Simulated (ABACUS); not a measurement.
This ABACUS 3.10.1 run on P needs a look.

Contents of INPUT:

```
INPUT_PARAMETERS
suffix              P
calculation         scf
basis_type          pw
pseudo_dir          ./
symmetry            1
dft_functional      pz
ecutwfc             49
pseudo_rcut         10
nspin               2
nbands              15
ks_solver           dav
smearing_method     fd
smearing_sigma      0.00367493
scf_thr             1e-08
scf_nmax            50
mixing_type         broyden
mixing_beta         0.7
cal_force           1
cal_stress          1
out_chg             1
dft_plus_u          1
orbital_corr        2
hubbard_u           4
```

File STRU:

```
ATOMIC_SPECIES
P 30.9738 P.upf

LATTICE_CONSTANT
1.8897261246

LATTICE_VECTORS
1.7705691270 1.0222385621 3.2110065249
-1.7705691270 1.0222385621 3.2110065249
0.0000000000 -2.0444771241 3.2110065249

ATOMIC_POSITIONS
Cartesian

P
0.0
2
0.0000000000 0.0000000001 7.4455510814 1 1 1
0.0000000000 0.0000000000 2.1874684933 1 1 1
```

File KPT:

```
K_POINTS
0
Gamma
7 7 7 0 0 0
```

Potentials or basis: PseudoDojo NC SR 0.4.1 LDA standard, plane waves.

Command:

```sh
$ OMP_NUM_THREADS=4 abacus > log
```

running log:

```text
ABACUS v3.10.1

               Atomic-orbital Based Ab-initio Computation at UStc

 !!!!!!!!!!!!!!!!!!!!!!!!!!!!!!!!!!!!!!!!!!!!!!!!!!!!!!!!!
                         NOTICE
 !!!!!!!!!!!!!!!!!!!!!!!!!!!!!!!!!!!!!!!!!!!!!!!!!!!!!!!!!

 WRONG ARGUMENTS, only nspin2 with PW base is not supported now
 CHECK IN FILE : OUT.P/warning.log

 !!!!!!!!!!!!!!!!!!!!!!!!!!!!!!!!!!!!!!!!!!!!!!!!!!!!!!!!!
                         NOTICE
 !!!!!!!!!!!!!!!!!!!!!!!!!!!!!!!!!!!!!!!!!!!!!!!!!!!!!!!!!
```

How did it end, and where is the flaw?

The program refused the input. The input holds a flaw that was put in on purpose: DFT+U with nspin 2 in plane waves (nspin = 2; dft_plus_u = 1; orbital_corr = 2; hubbard_u = 4).
